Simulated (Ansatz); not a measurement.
Li in Ansatz: the effect of functional

Li:

```
CELL_PARAMETERS angstrom
-1.71883 1.71883 1.71883
1.71883 -1.71883 1.71883
1.71883 1.71883 -1.71883
ATOMIC_POSITIONS crystal
Li 0.00000 0.00000 0.00000
```

The cell isn't the ideal one: volume scaled by 0.94.

Alike in all runs:

- Program: Ansatz 0.2.0
- Task: single point
- Potentials or basis: Ansatz PAW
- k mesh: 11 × 11 × 11
- Occupations: fermi-dirac, width 0.05 eV
- Spin: no spin polarisation

```csv
functional,cutoff,pressure (GPa)
LDA,420 eV (not typed: the program's choice for these potentials),-0.9
r2SCAN,500 eV (not typed: the program's choice for these potentials),?
PBE,420 eV (not typed: the program's choice for these potentials),-0.1
```

Task: What does the run with functional r2SCAN give?

Result: Pressure 0.5 GPa.

Caveats: the PAW data sets were made with another functional, which shifts forces and pressure a little (some runs).
